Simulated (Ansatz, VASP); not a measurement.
**One calculation of MgO, two programs**

```
CELL_PARAMETERS angstrom
0.00000 2.17016 2.17016
2.17016 0.00000 2.17016
2.17016 2.17016 0.00000
ATOMIC_POSITIONS crystal
Mg 0.00000 0.00000 0.00000
O 0.50000 0.50000 0.50000
```

Change from the starting cell: volume scaled by 1.05.

Alike in both runs: task single point; functional PBE; k mesh 10 × 10 × 10; occupations fermi-dirac, width 0.01 eV; no spin polarisation.

|  | VASP | Ansatz |
| --- | --- | --- |
| version | VASP 6.6.1 | Ansatz 0.2.0 |
| potentials or method | VASP PAW PBE potentials, release 64 (Mg, O), cutoff 520 eV | all-electron LAPW, scalar-relativistic |

Ansatz gave:

- gap on the k mesh at the Fermi level (eV): 3.91
- pressure (GPa): -7.9

Q: Estimate VASP's values.

A: gap on the k mesh at the Fermi level (eV): 3.90; pressure (GPa): -8.7.

Ansatz ran all-electron here, so the differences hold the error of VASP's frozen core and of both bases.
